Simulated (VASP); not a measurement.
A run of VASP 6.6.1:

INCAR

```
SYSTEM = Si
  PREC = Accurate
  ENCUT = 600
  EDIFF = 1E-6
  ISMEAR = 0
  SIGMA = 0.03
  LREAL = .False.
  LASPH = .True.
  NELM = 80
  ALGO = Normal
  ISIF = 3
  LWAVE = .False.
  LCHARG = .False.
  GGA = PE
  IBRION = 2
  NSW = 90
  EDIFFG = -0.01
```

The input KPOINTS:

```
Automatic mesh
0
Gamma
  12 12 12
  0 0 0
```

File POSCAR:

```
Si
1.0
    0.0000000000      2.7135600000      2.7135600000
    2.7135600000      0.0000000000      2.7135600000
    2.7135600000      2.7135600000      0.0000000000
Si
2
Direct
    0.7500000000      0.7500000000      0.7500000000
    0.5000000000      0.5000000000      0.5000000000
```

Potentials or basis: VASP PAW PBE potentials, release 64 (Si).

The run is started by

```console
$ cat potpaw_PBE.64/Si/POTCAR > POTCAR
$ mpirun -np 1 vasp_std > vasp.out
```

Hardware: 1 thread of Intel(R) Xeon(R) 6975P-C (Granite Rapids), with other jobs on the host.

Estimate the wall time of this run.

Run time: 16 s on 1 thread of Intel(R) Xeon(R) 6975P-C (Granite Rapids), on a shared host, peak memory 0.18 GiB. Counts: scf iterations 23, k points 72, ion steps 3.
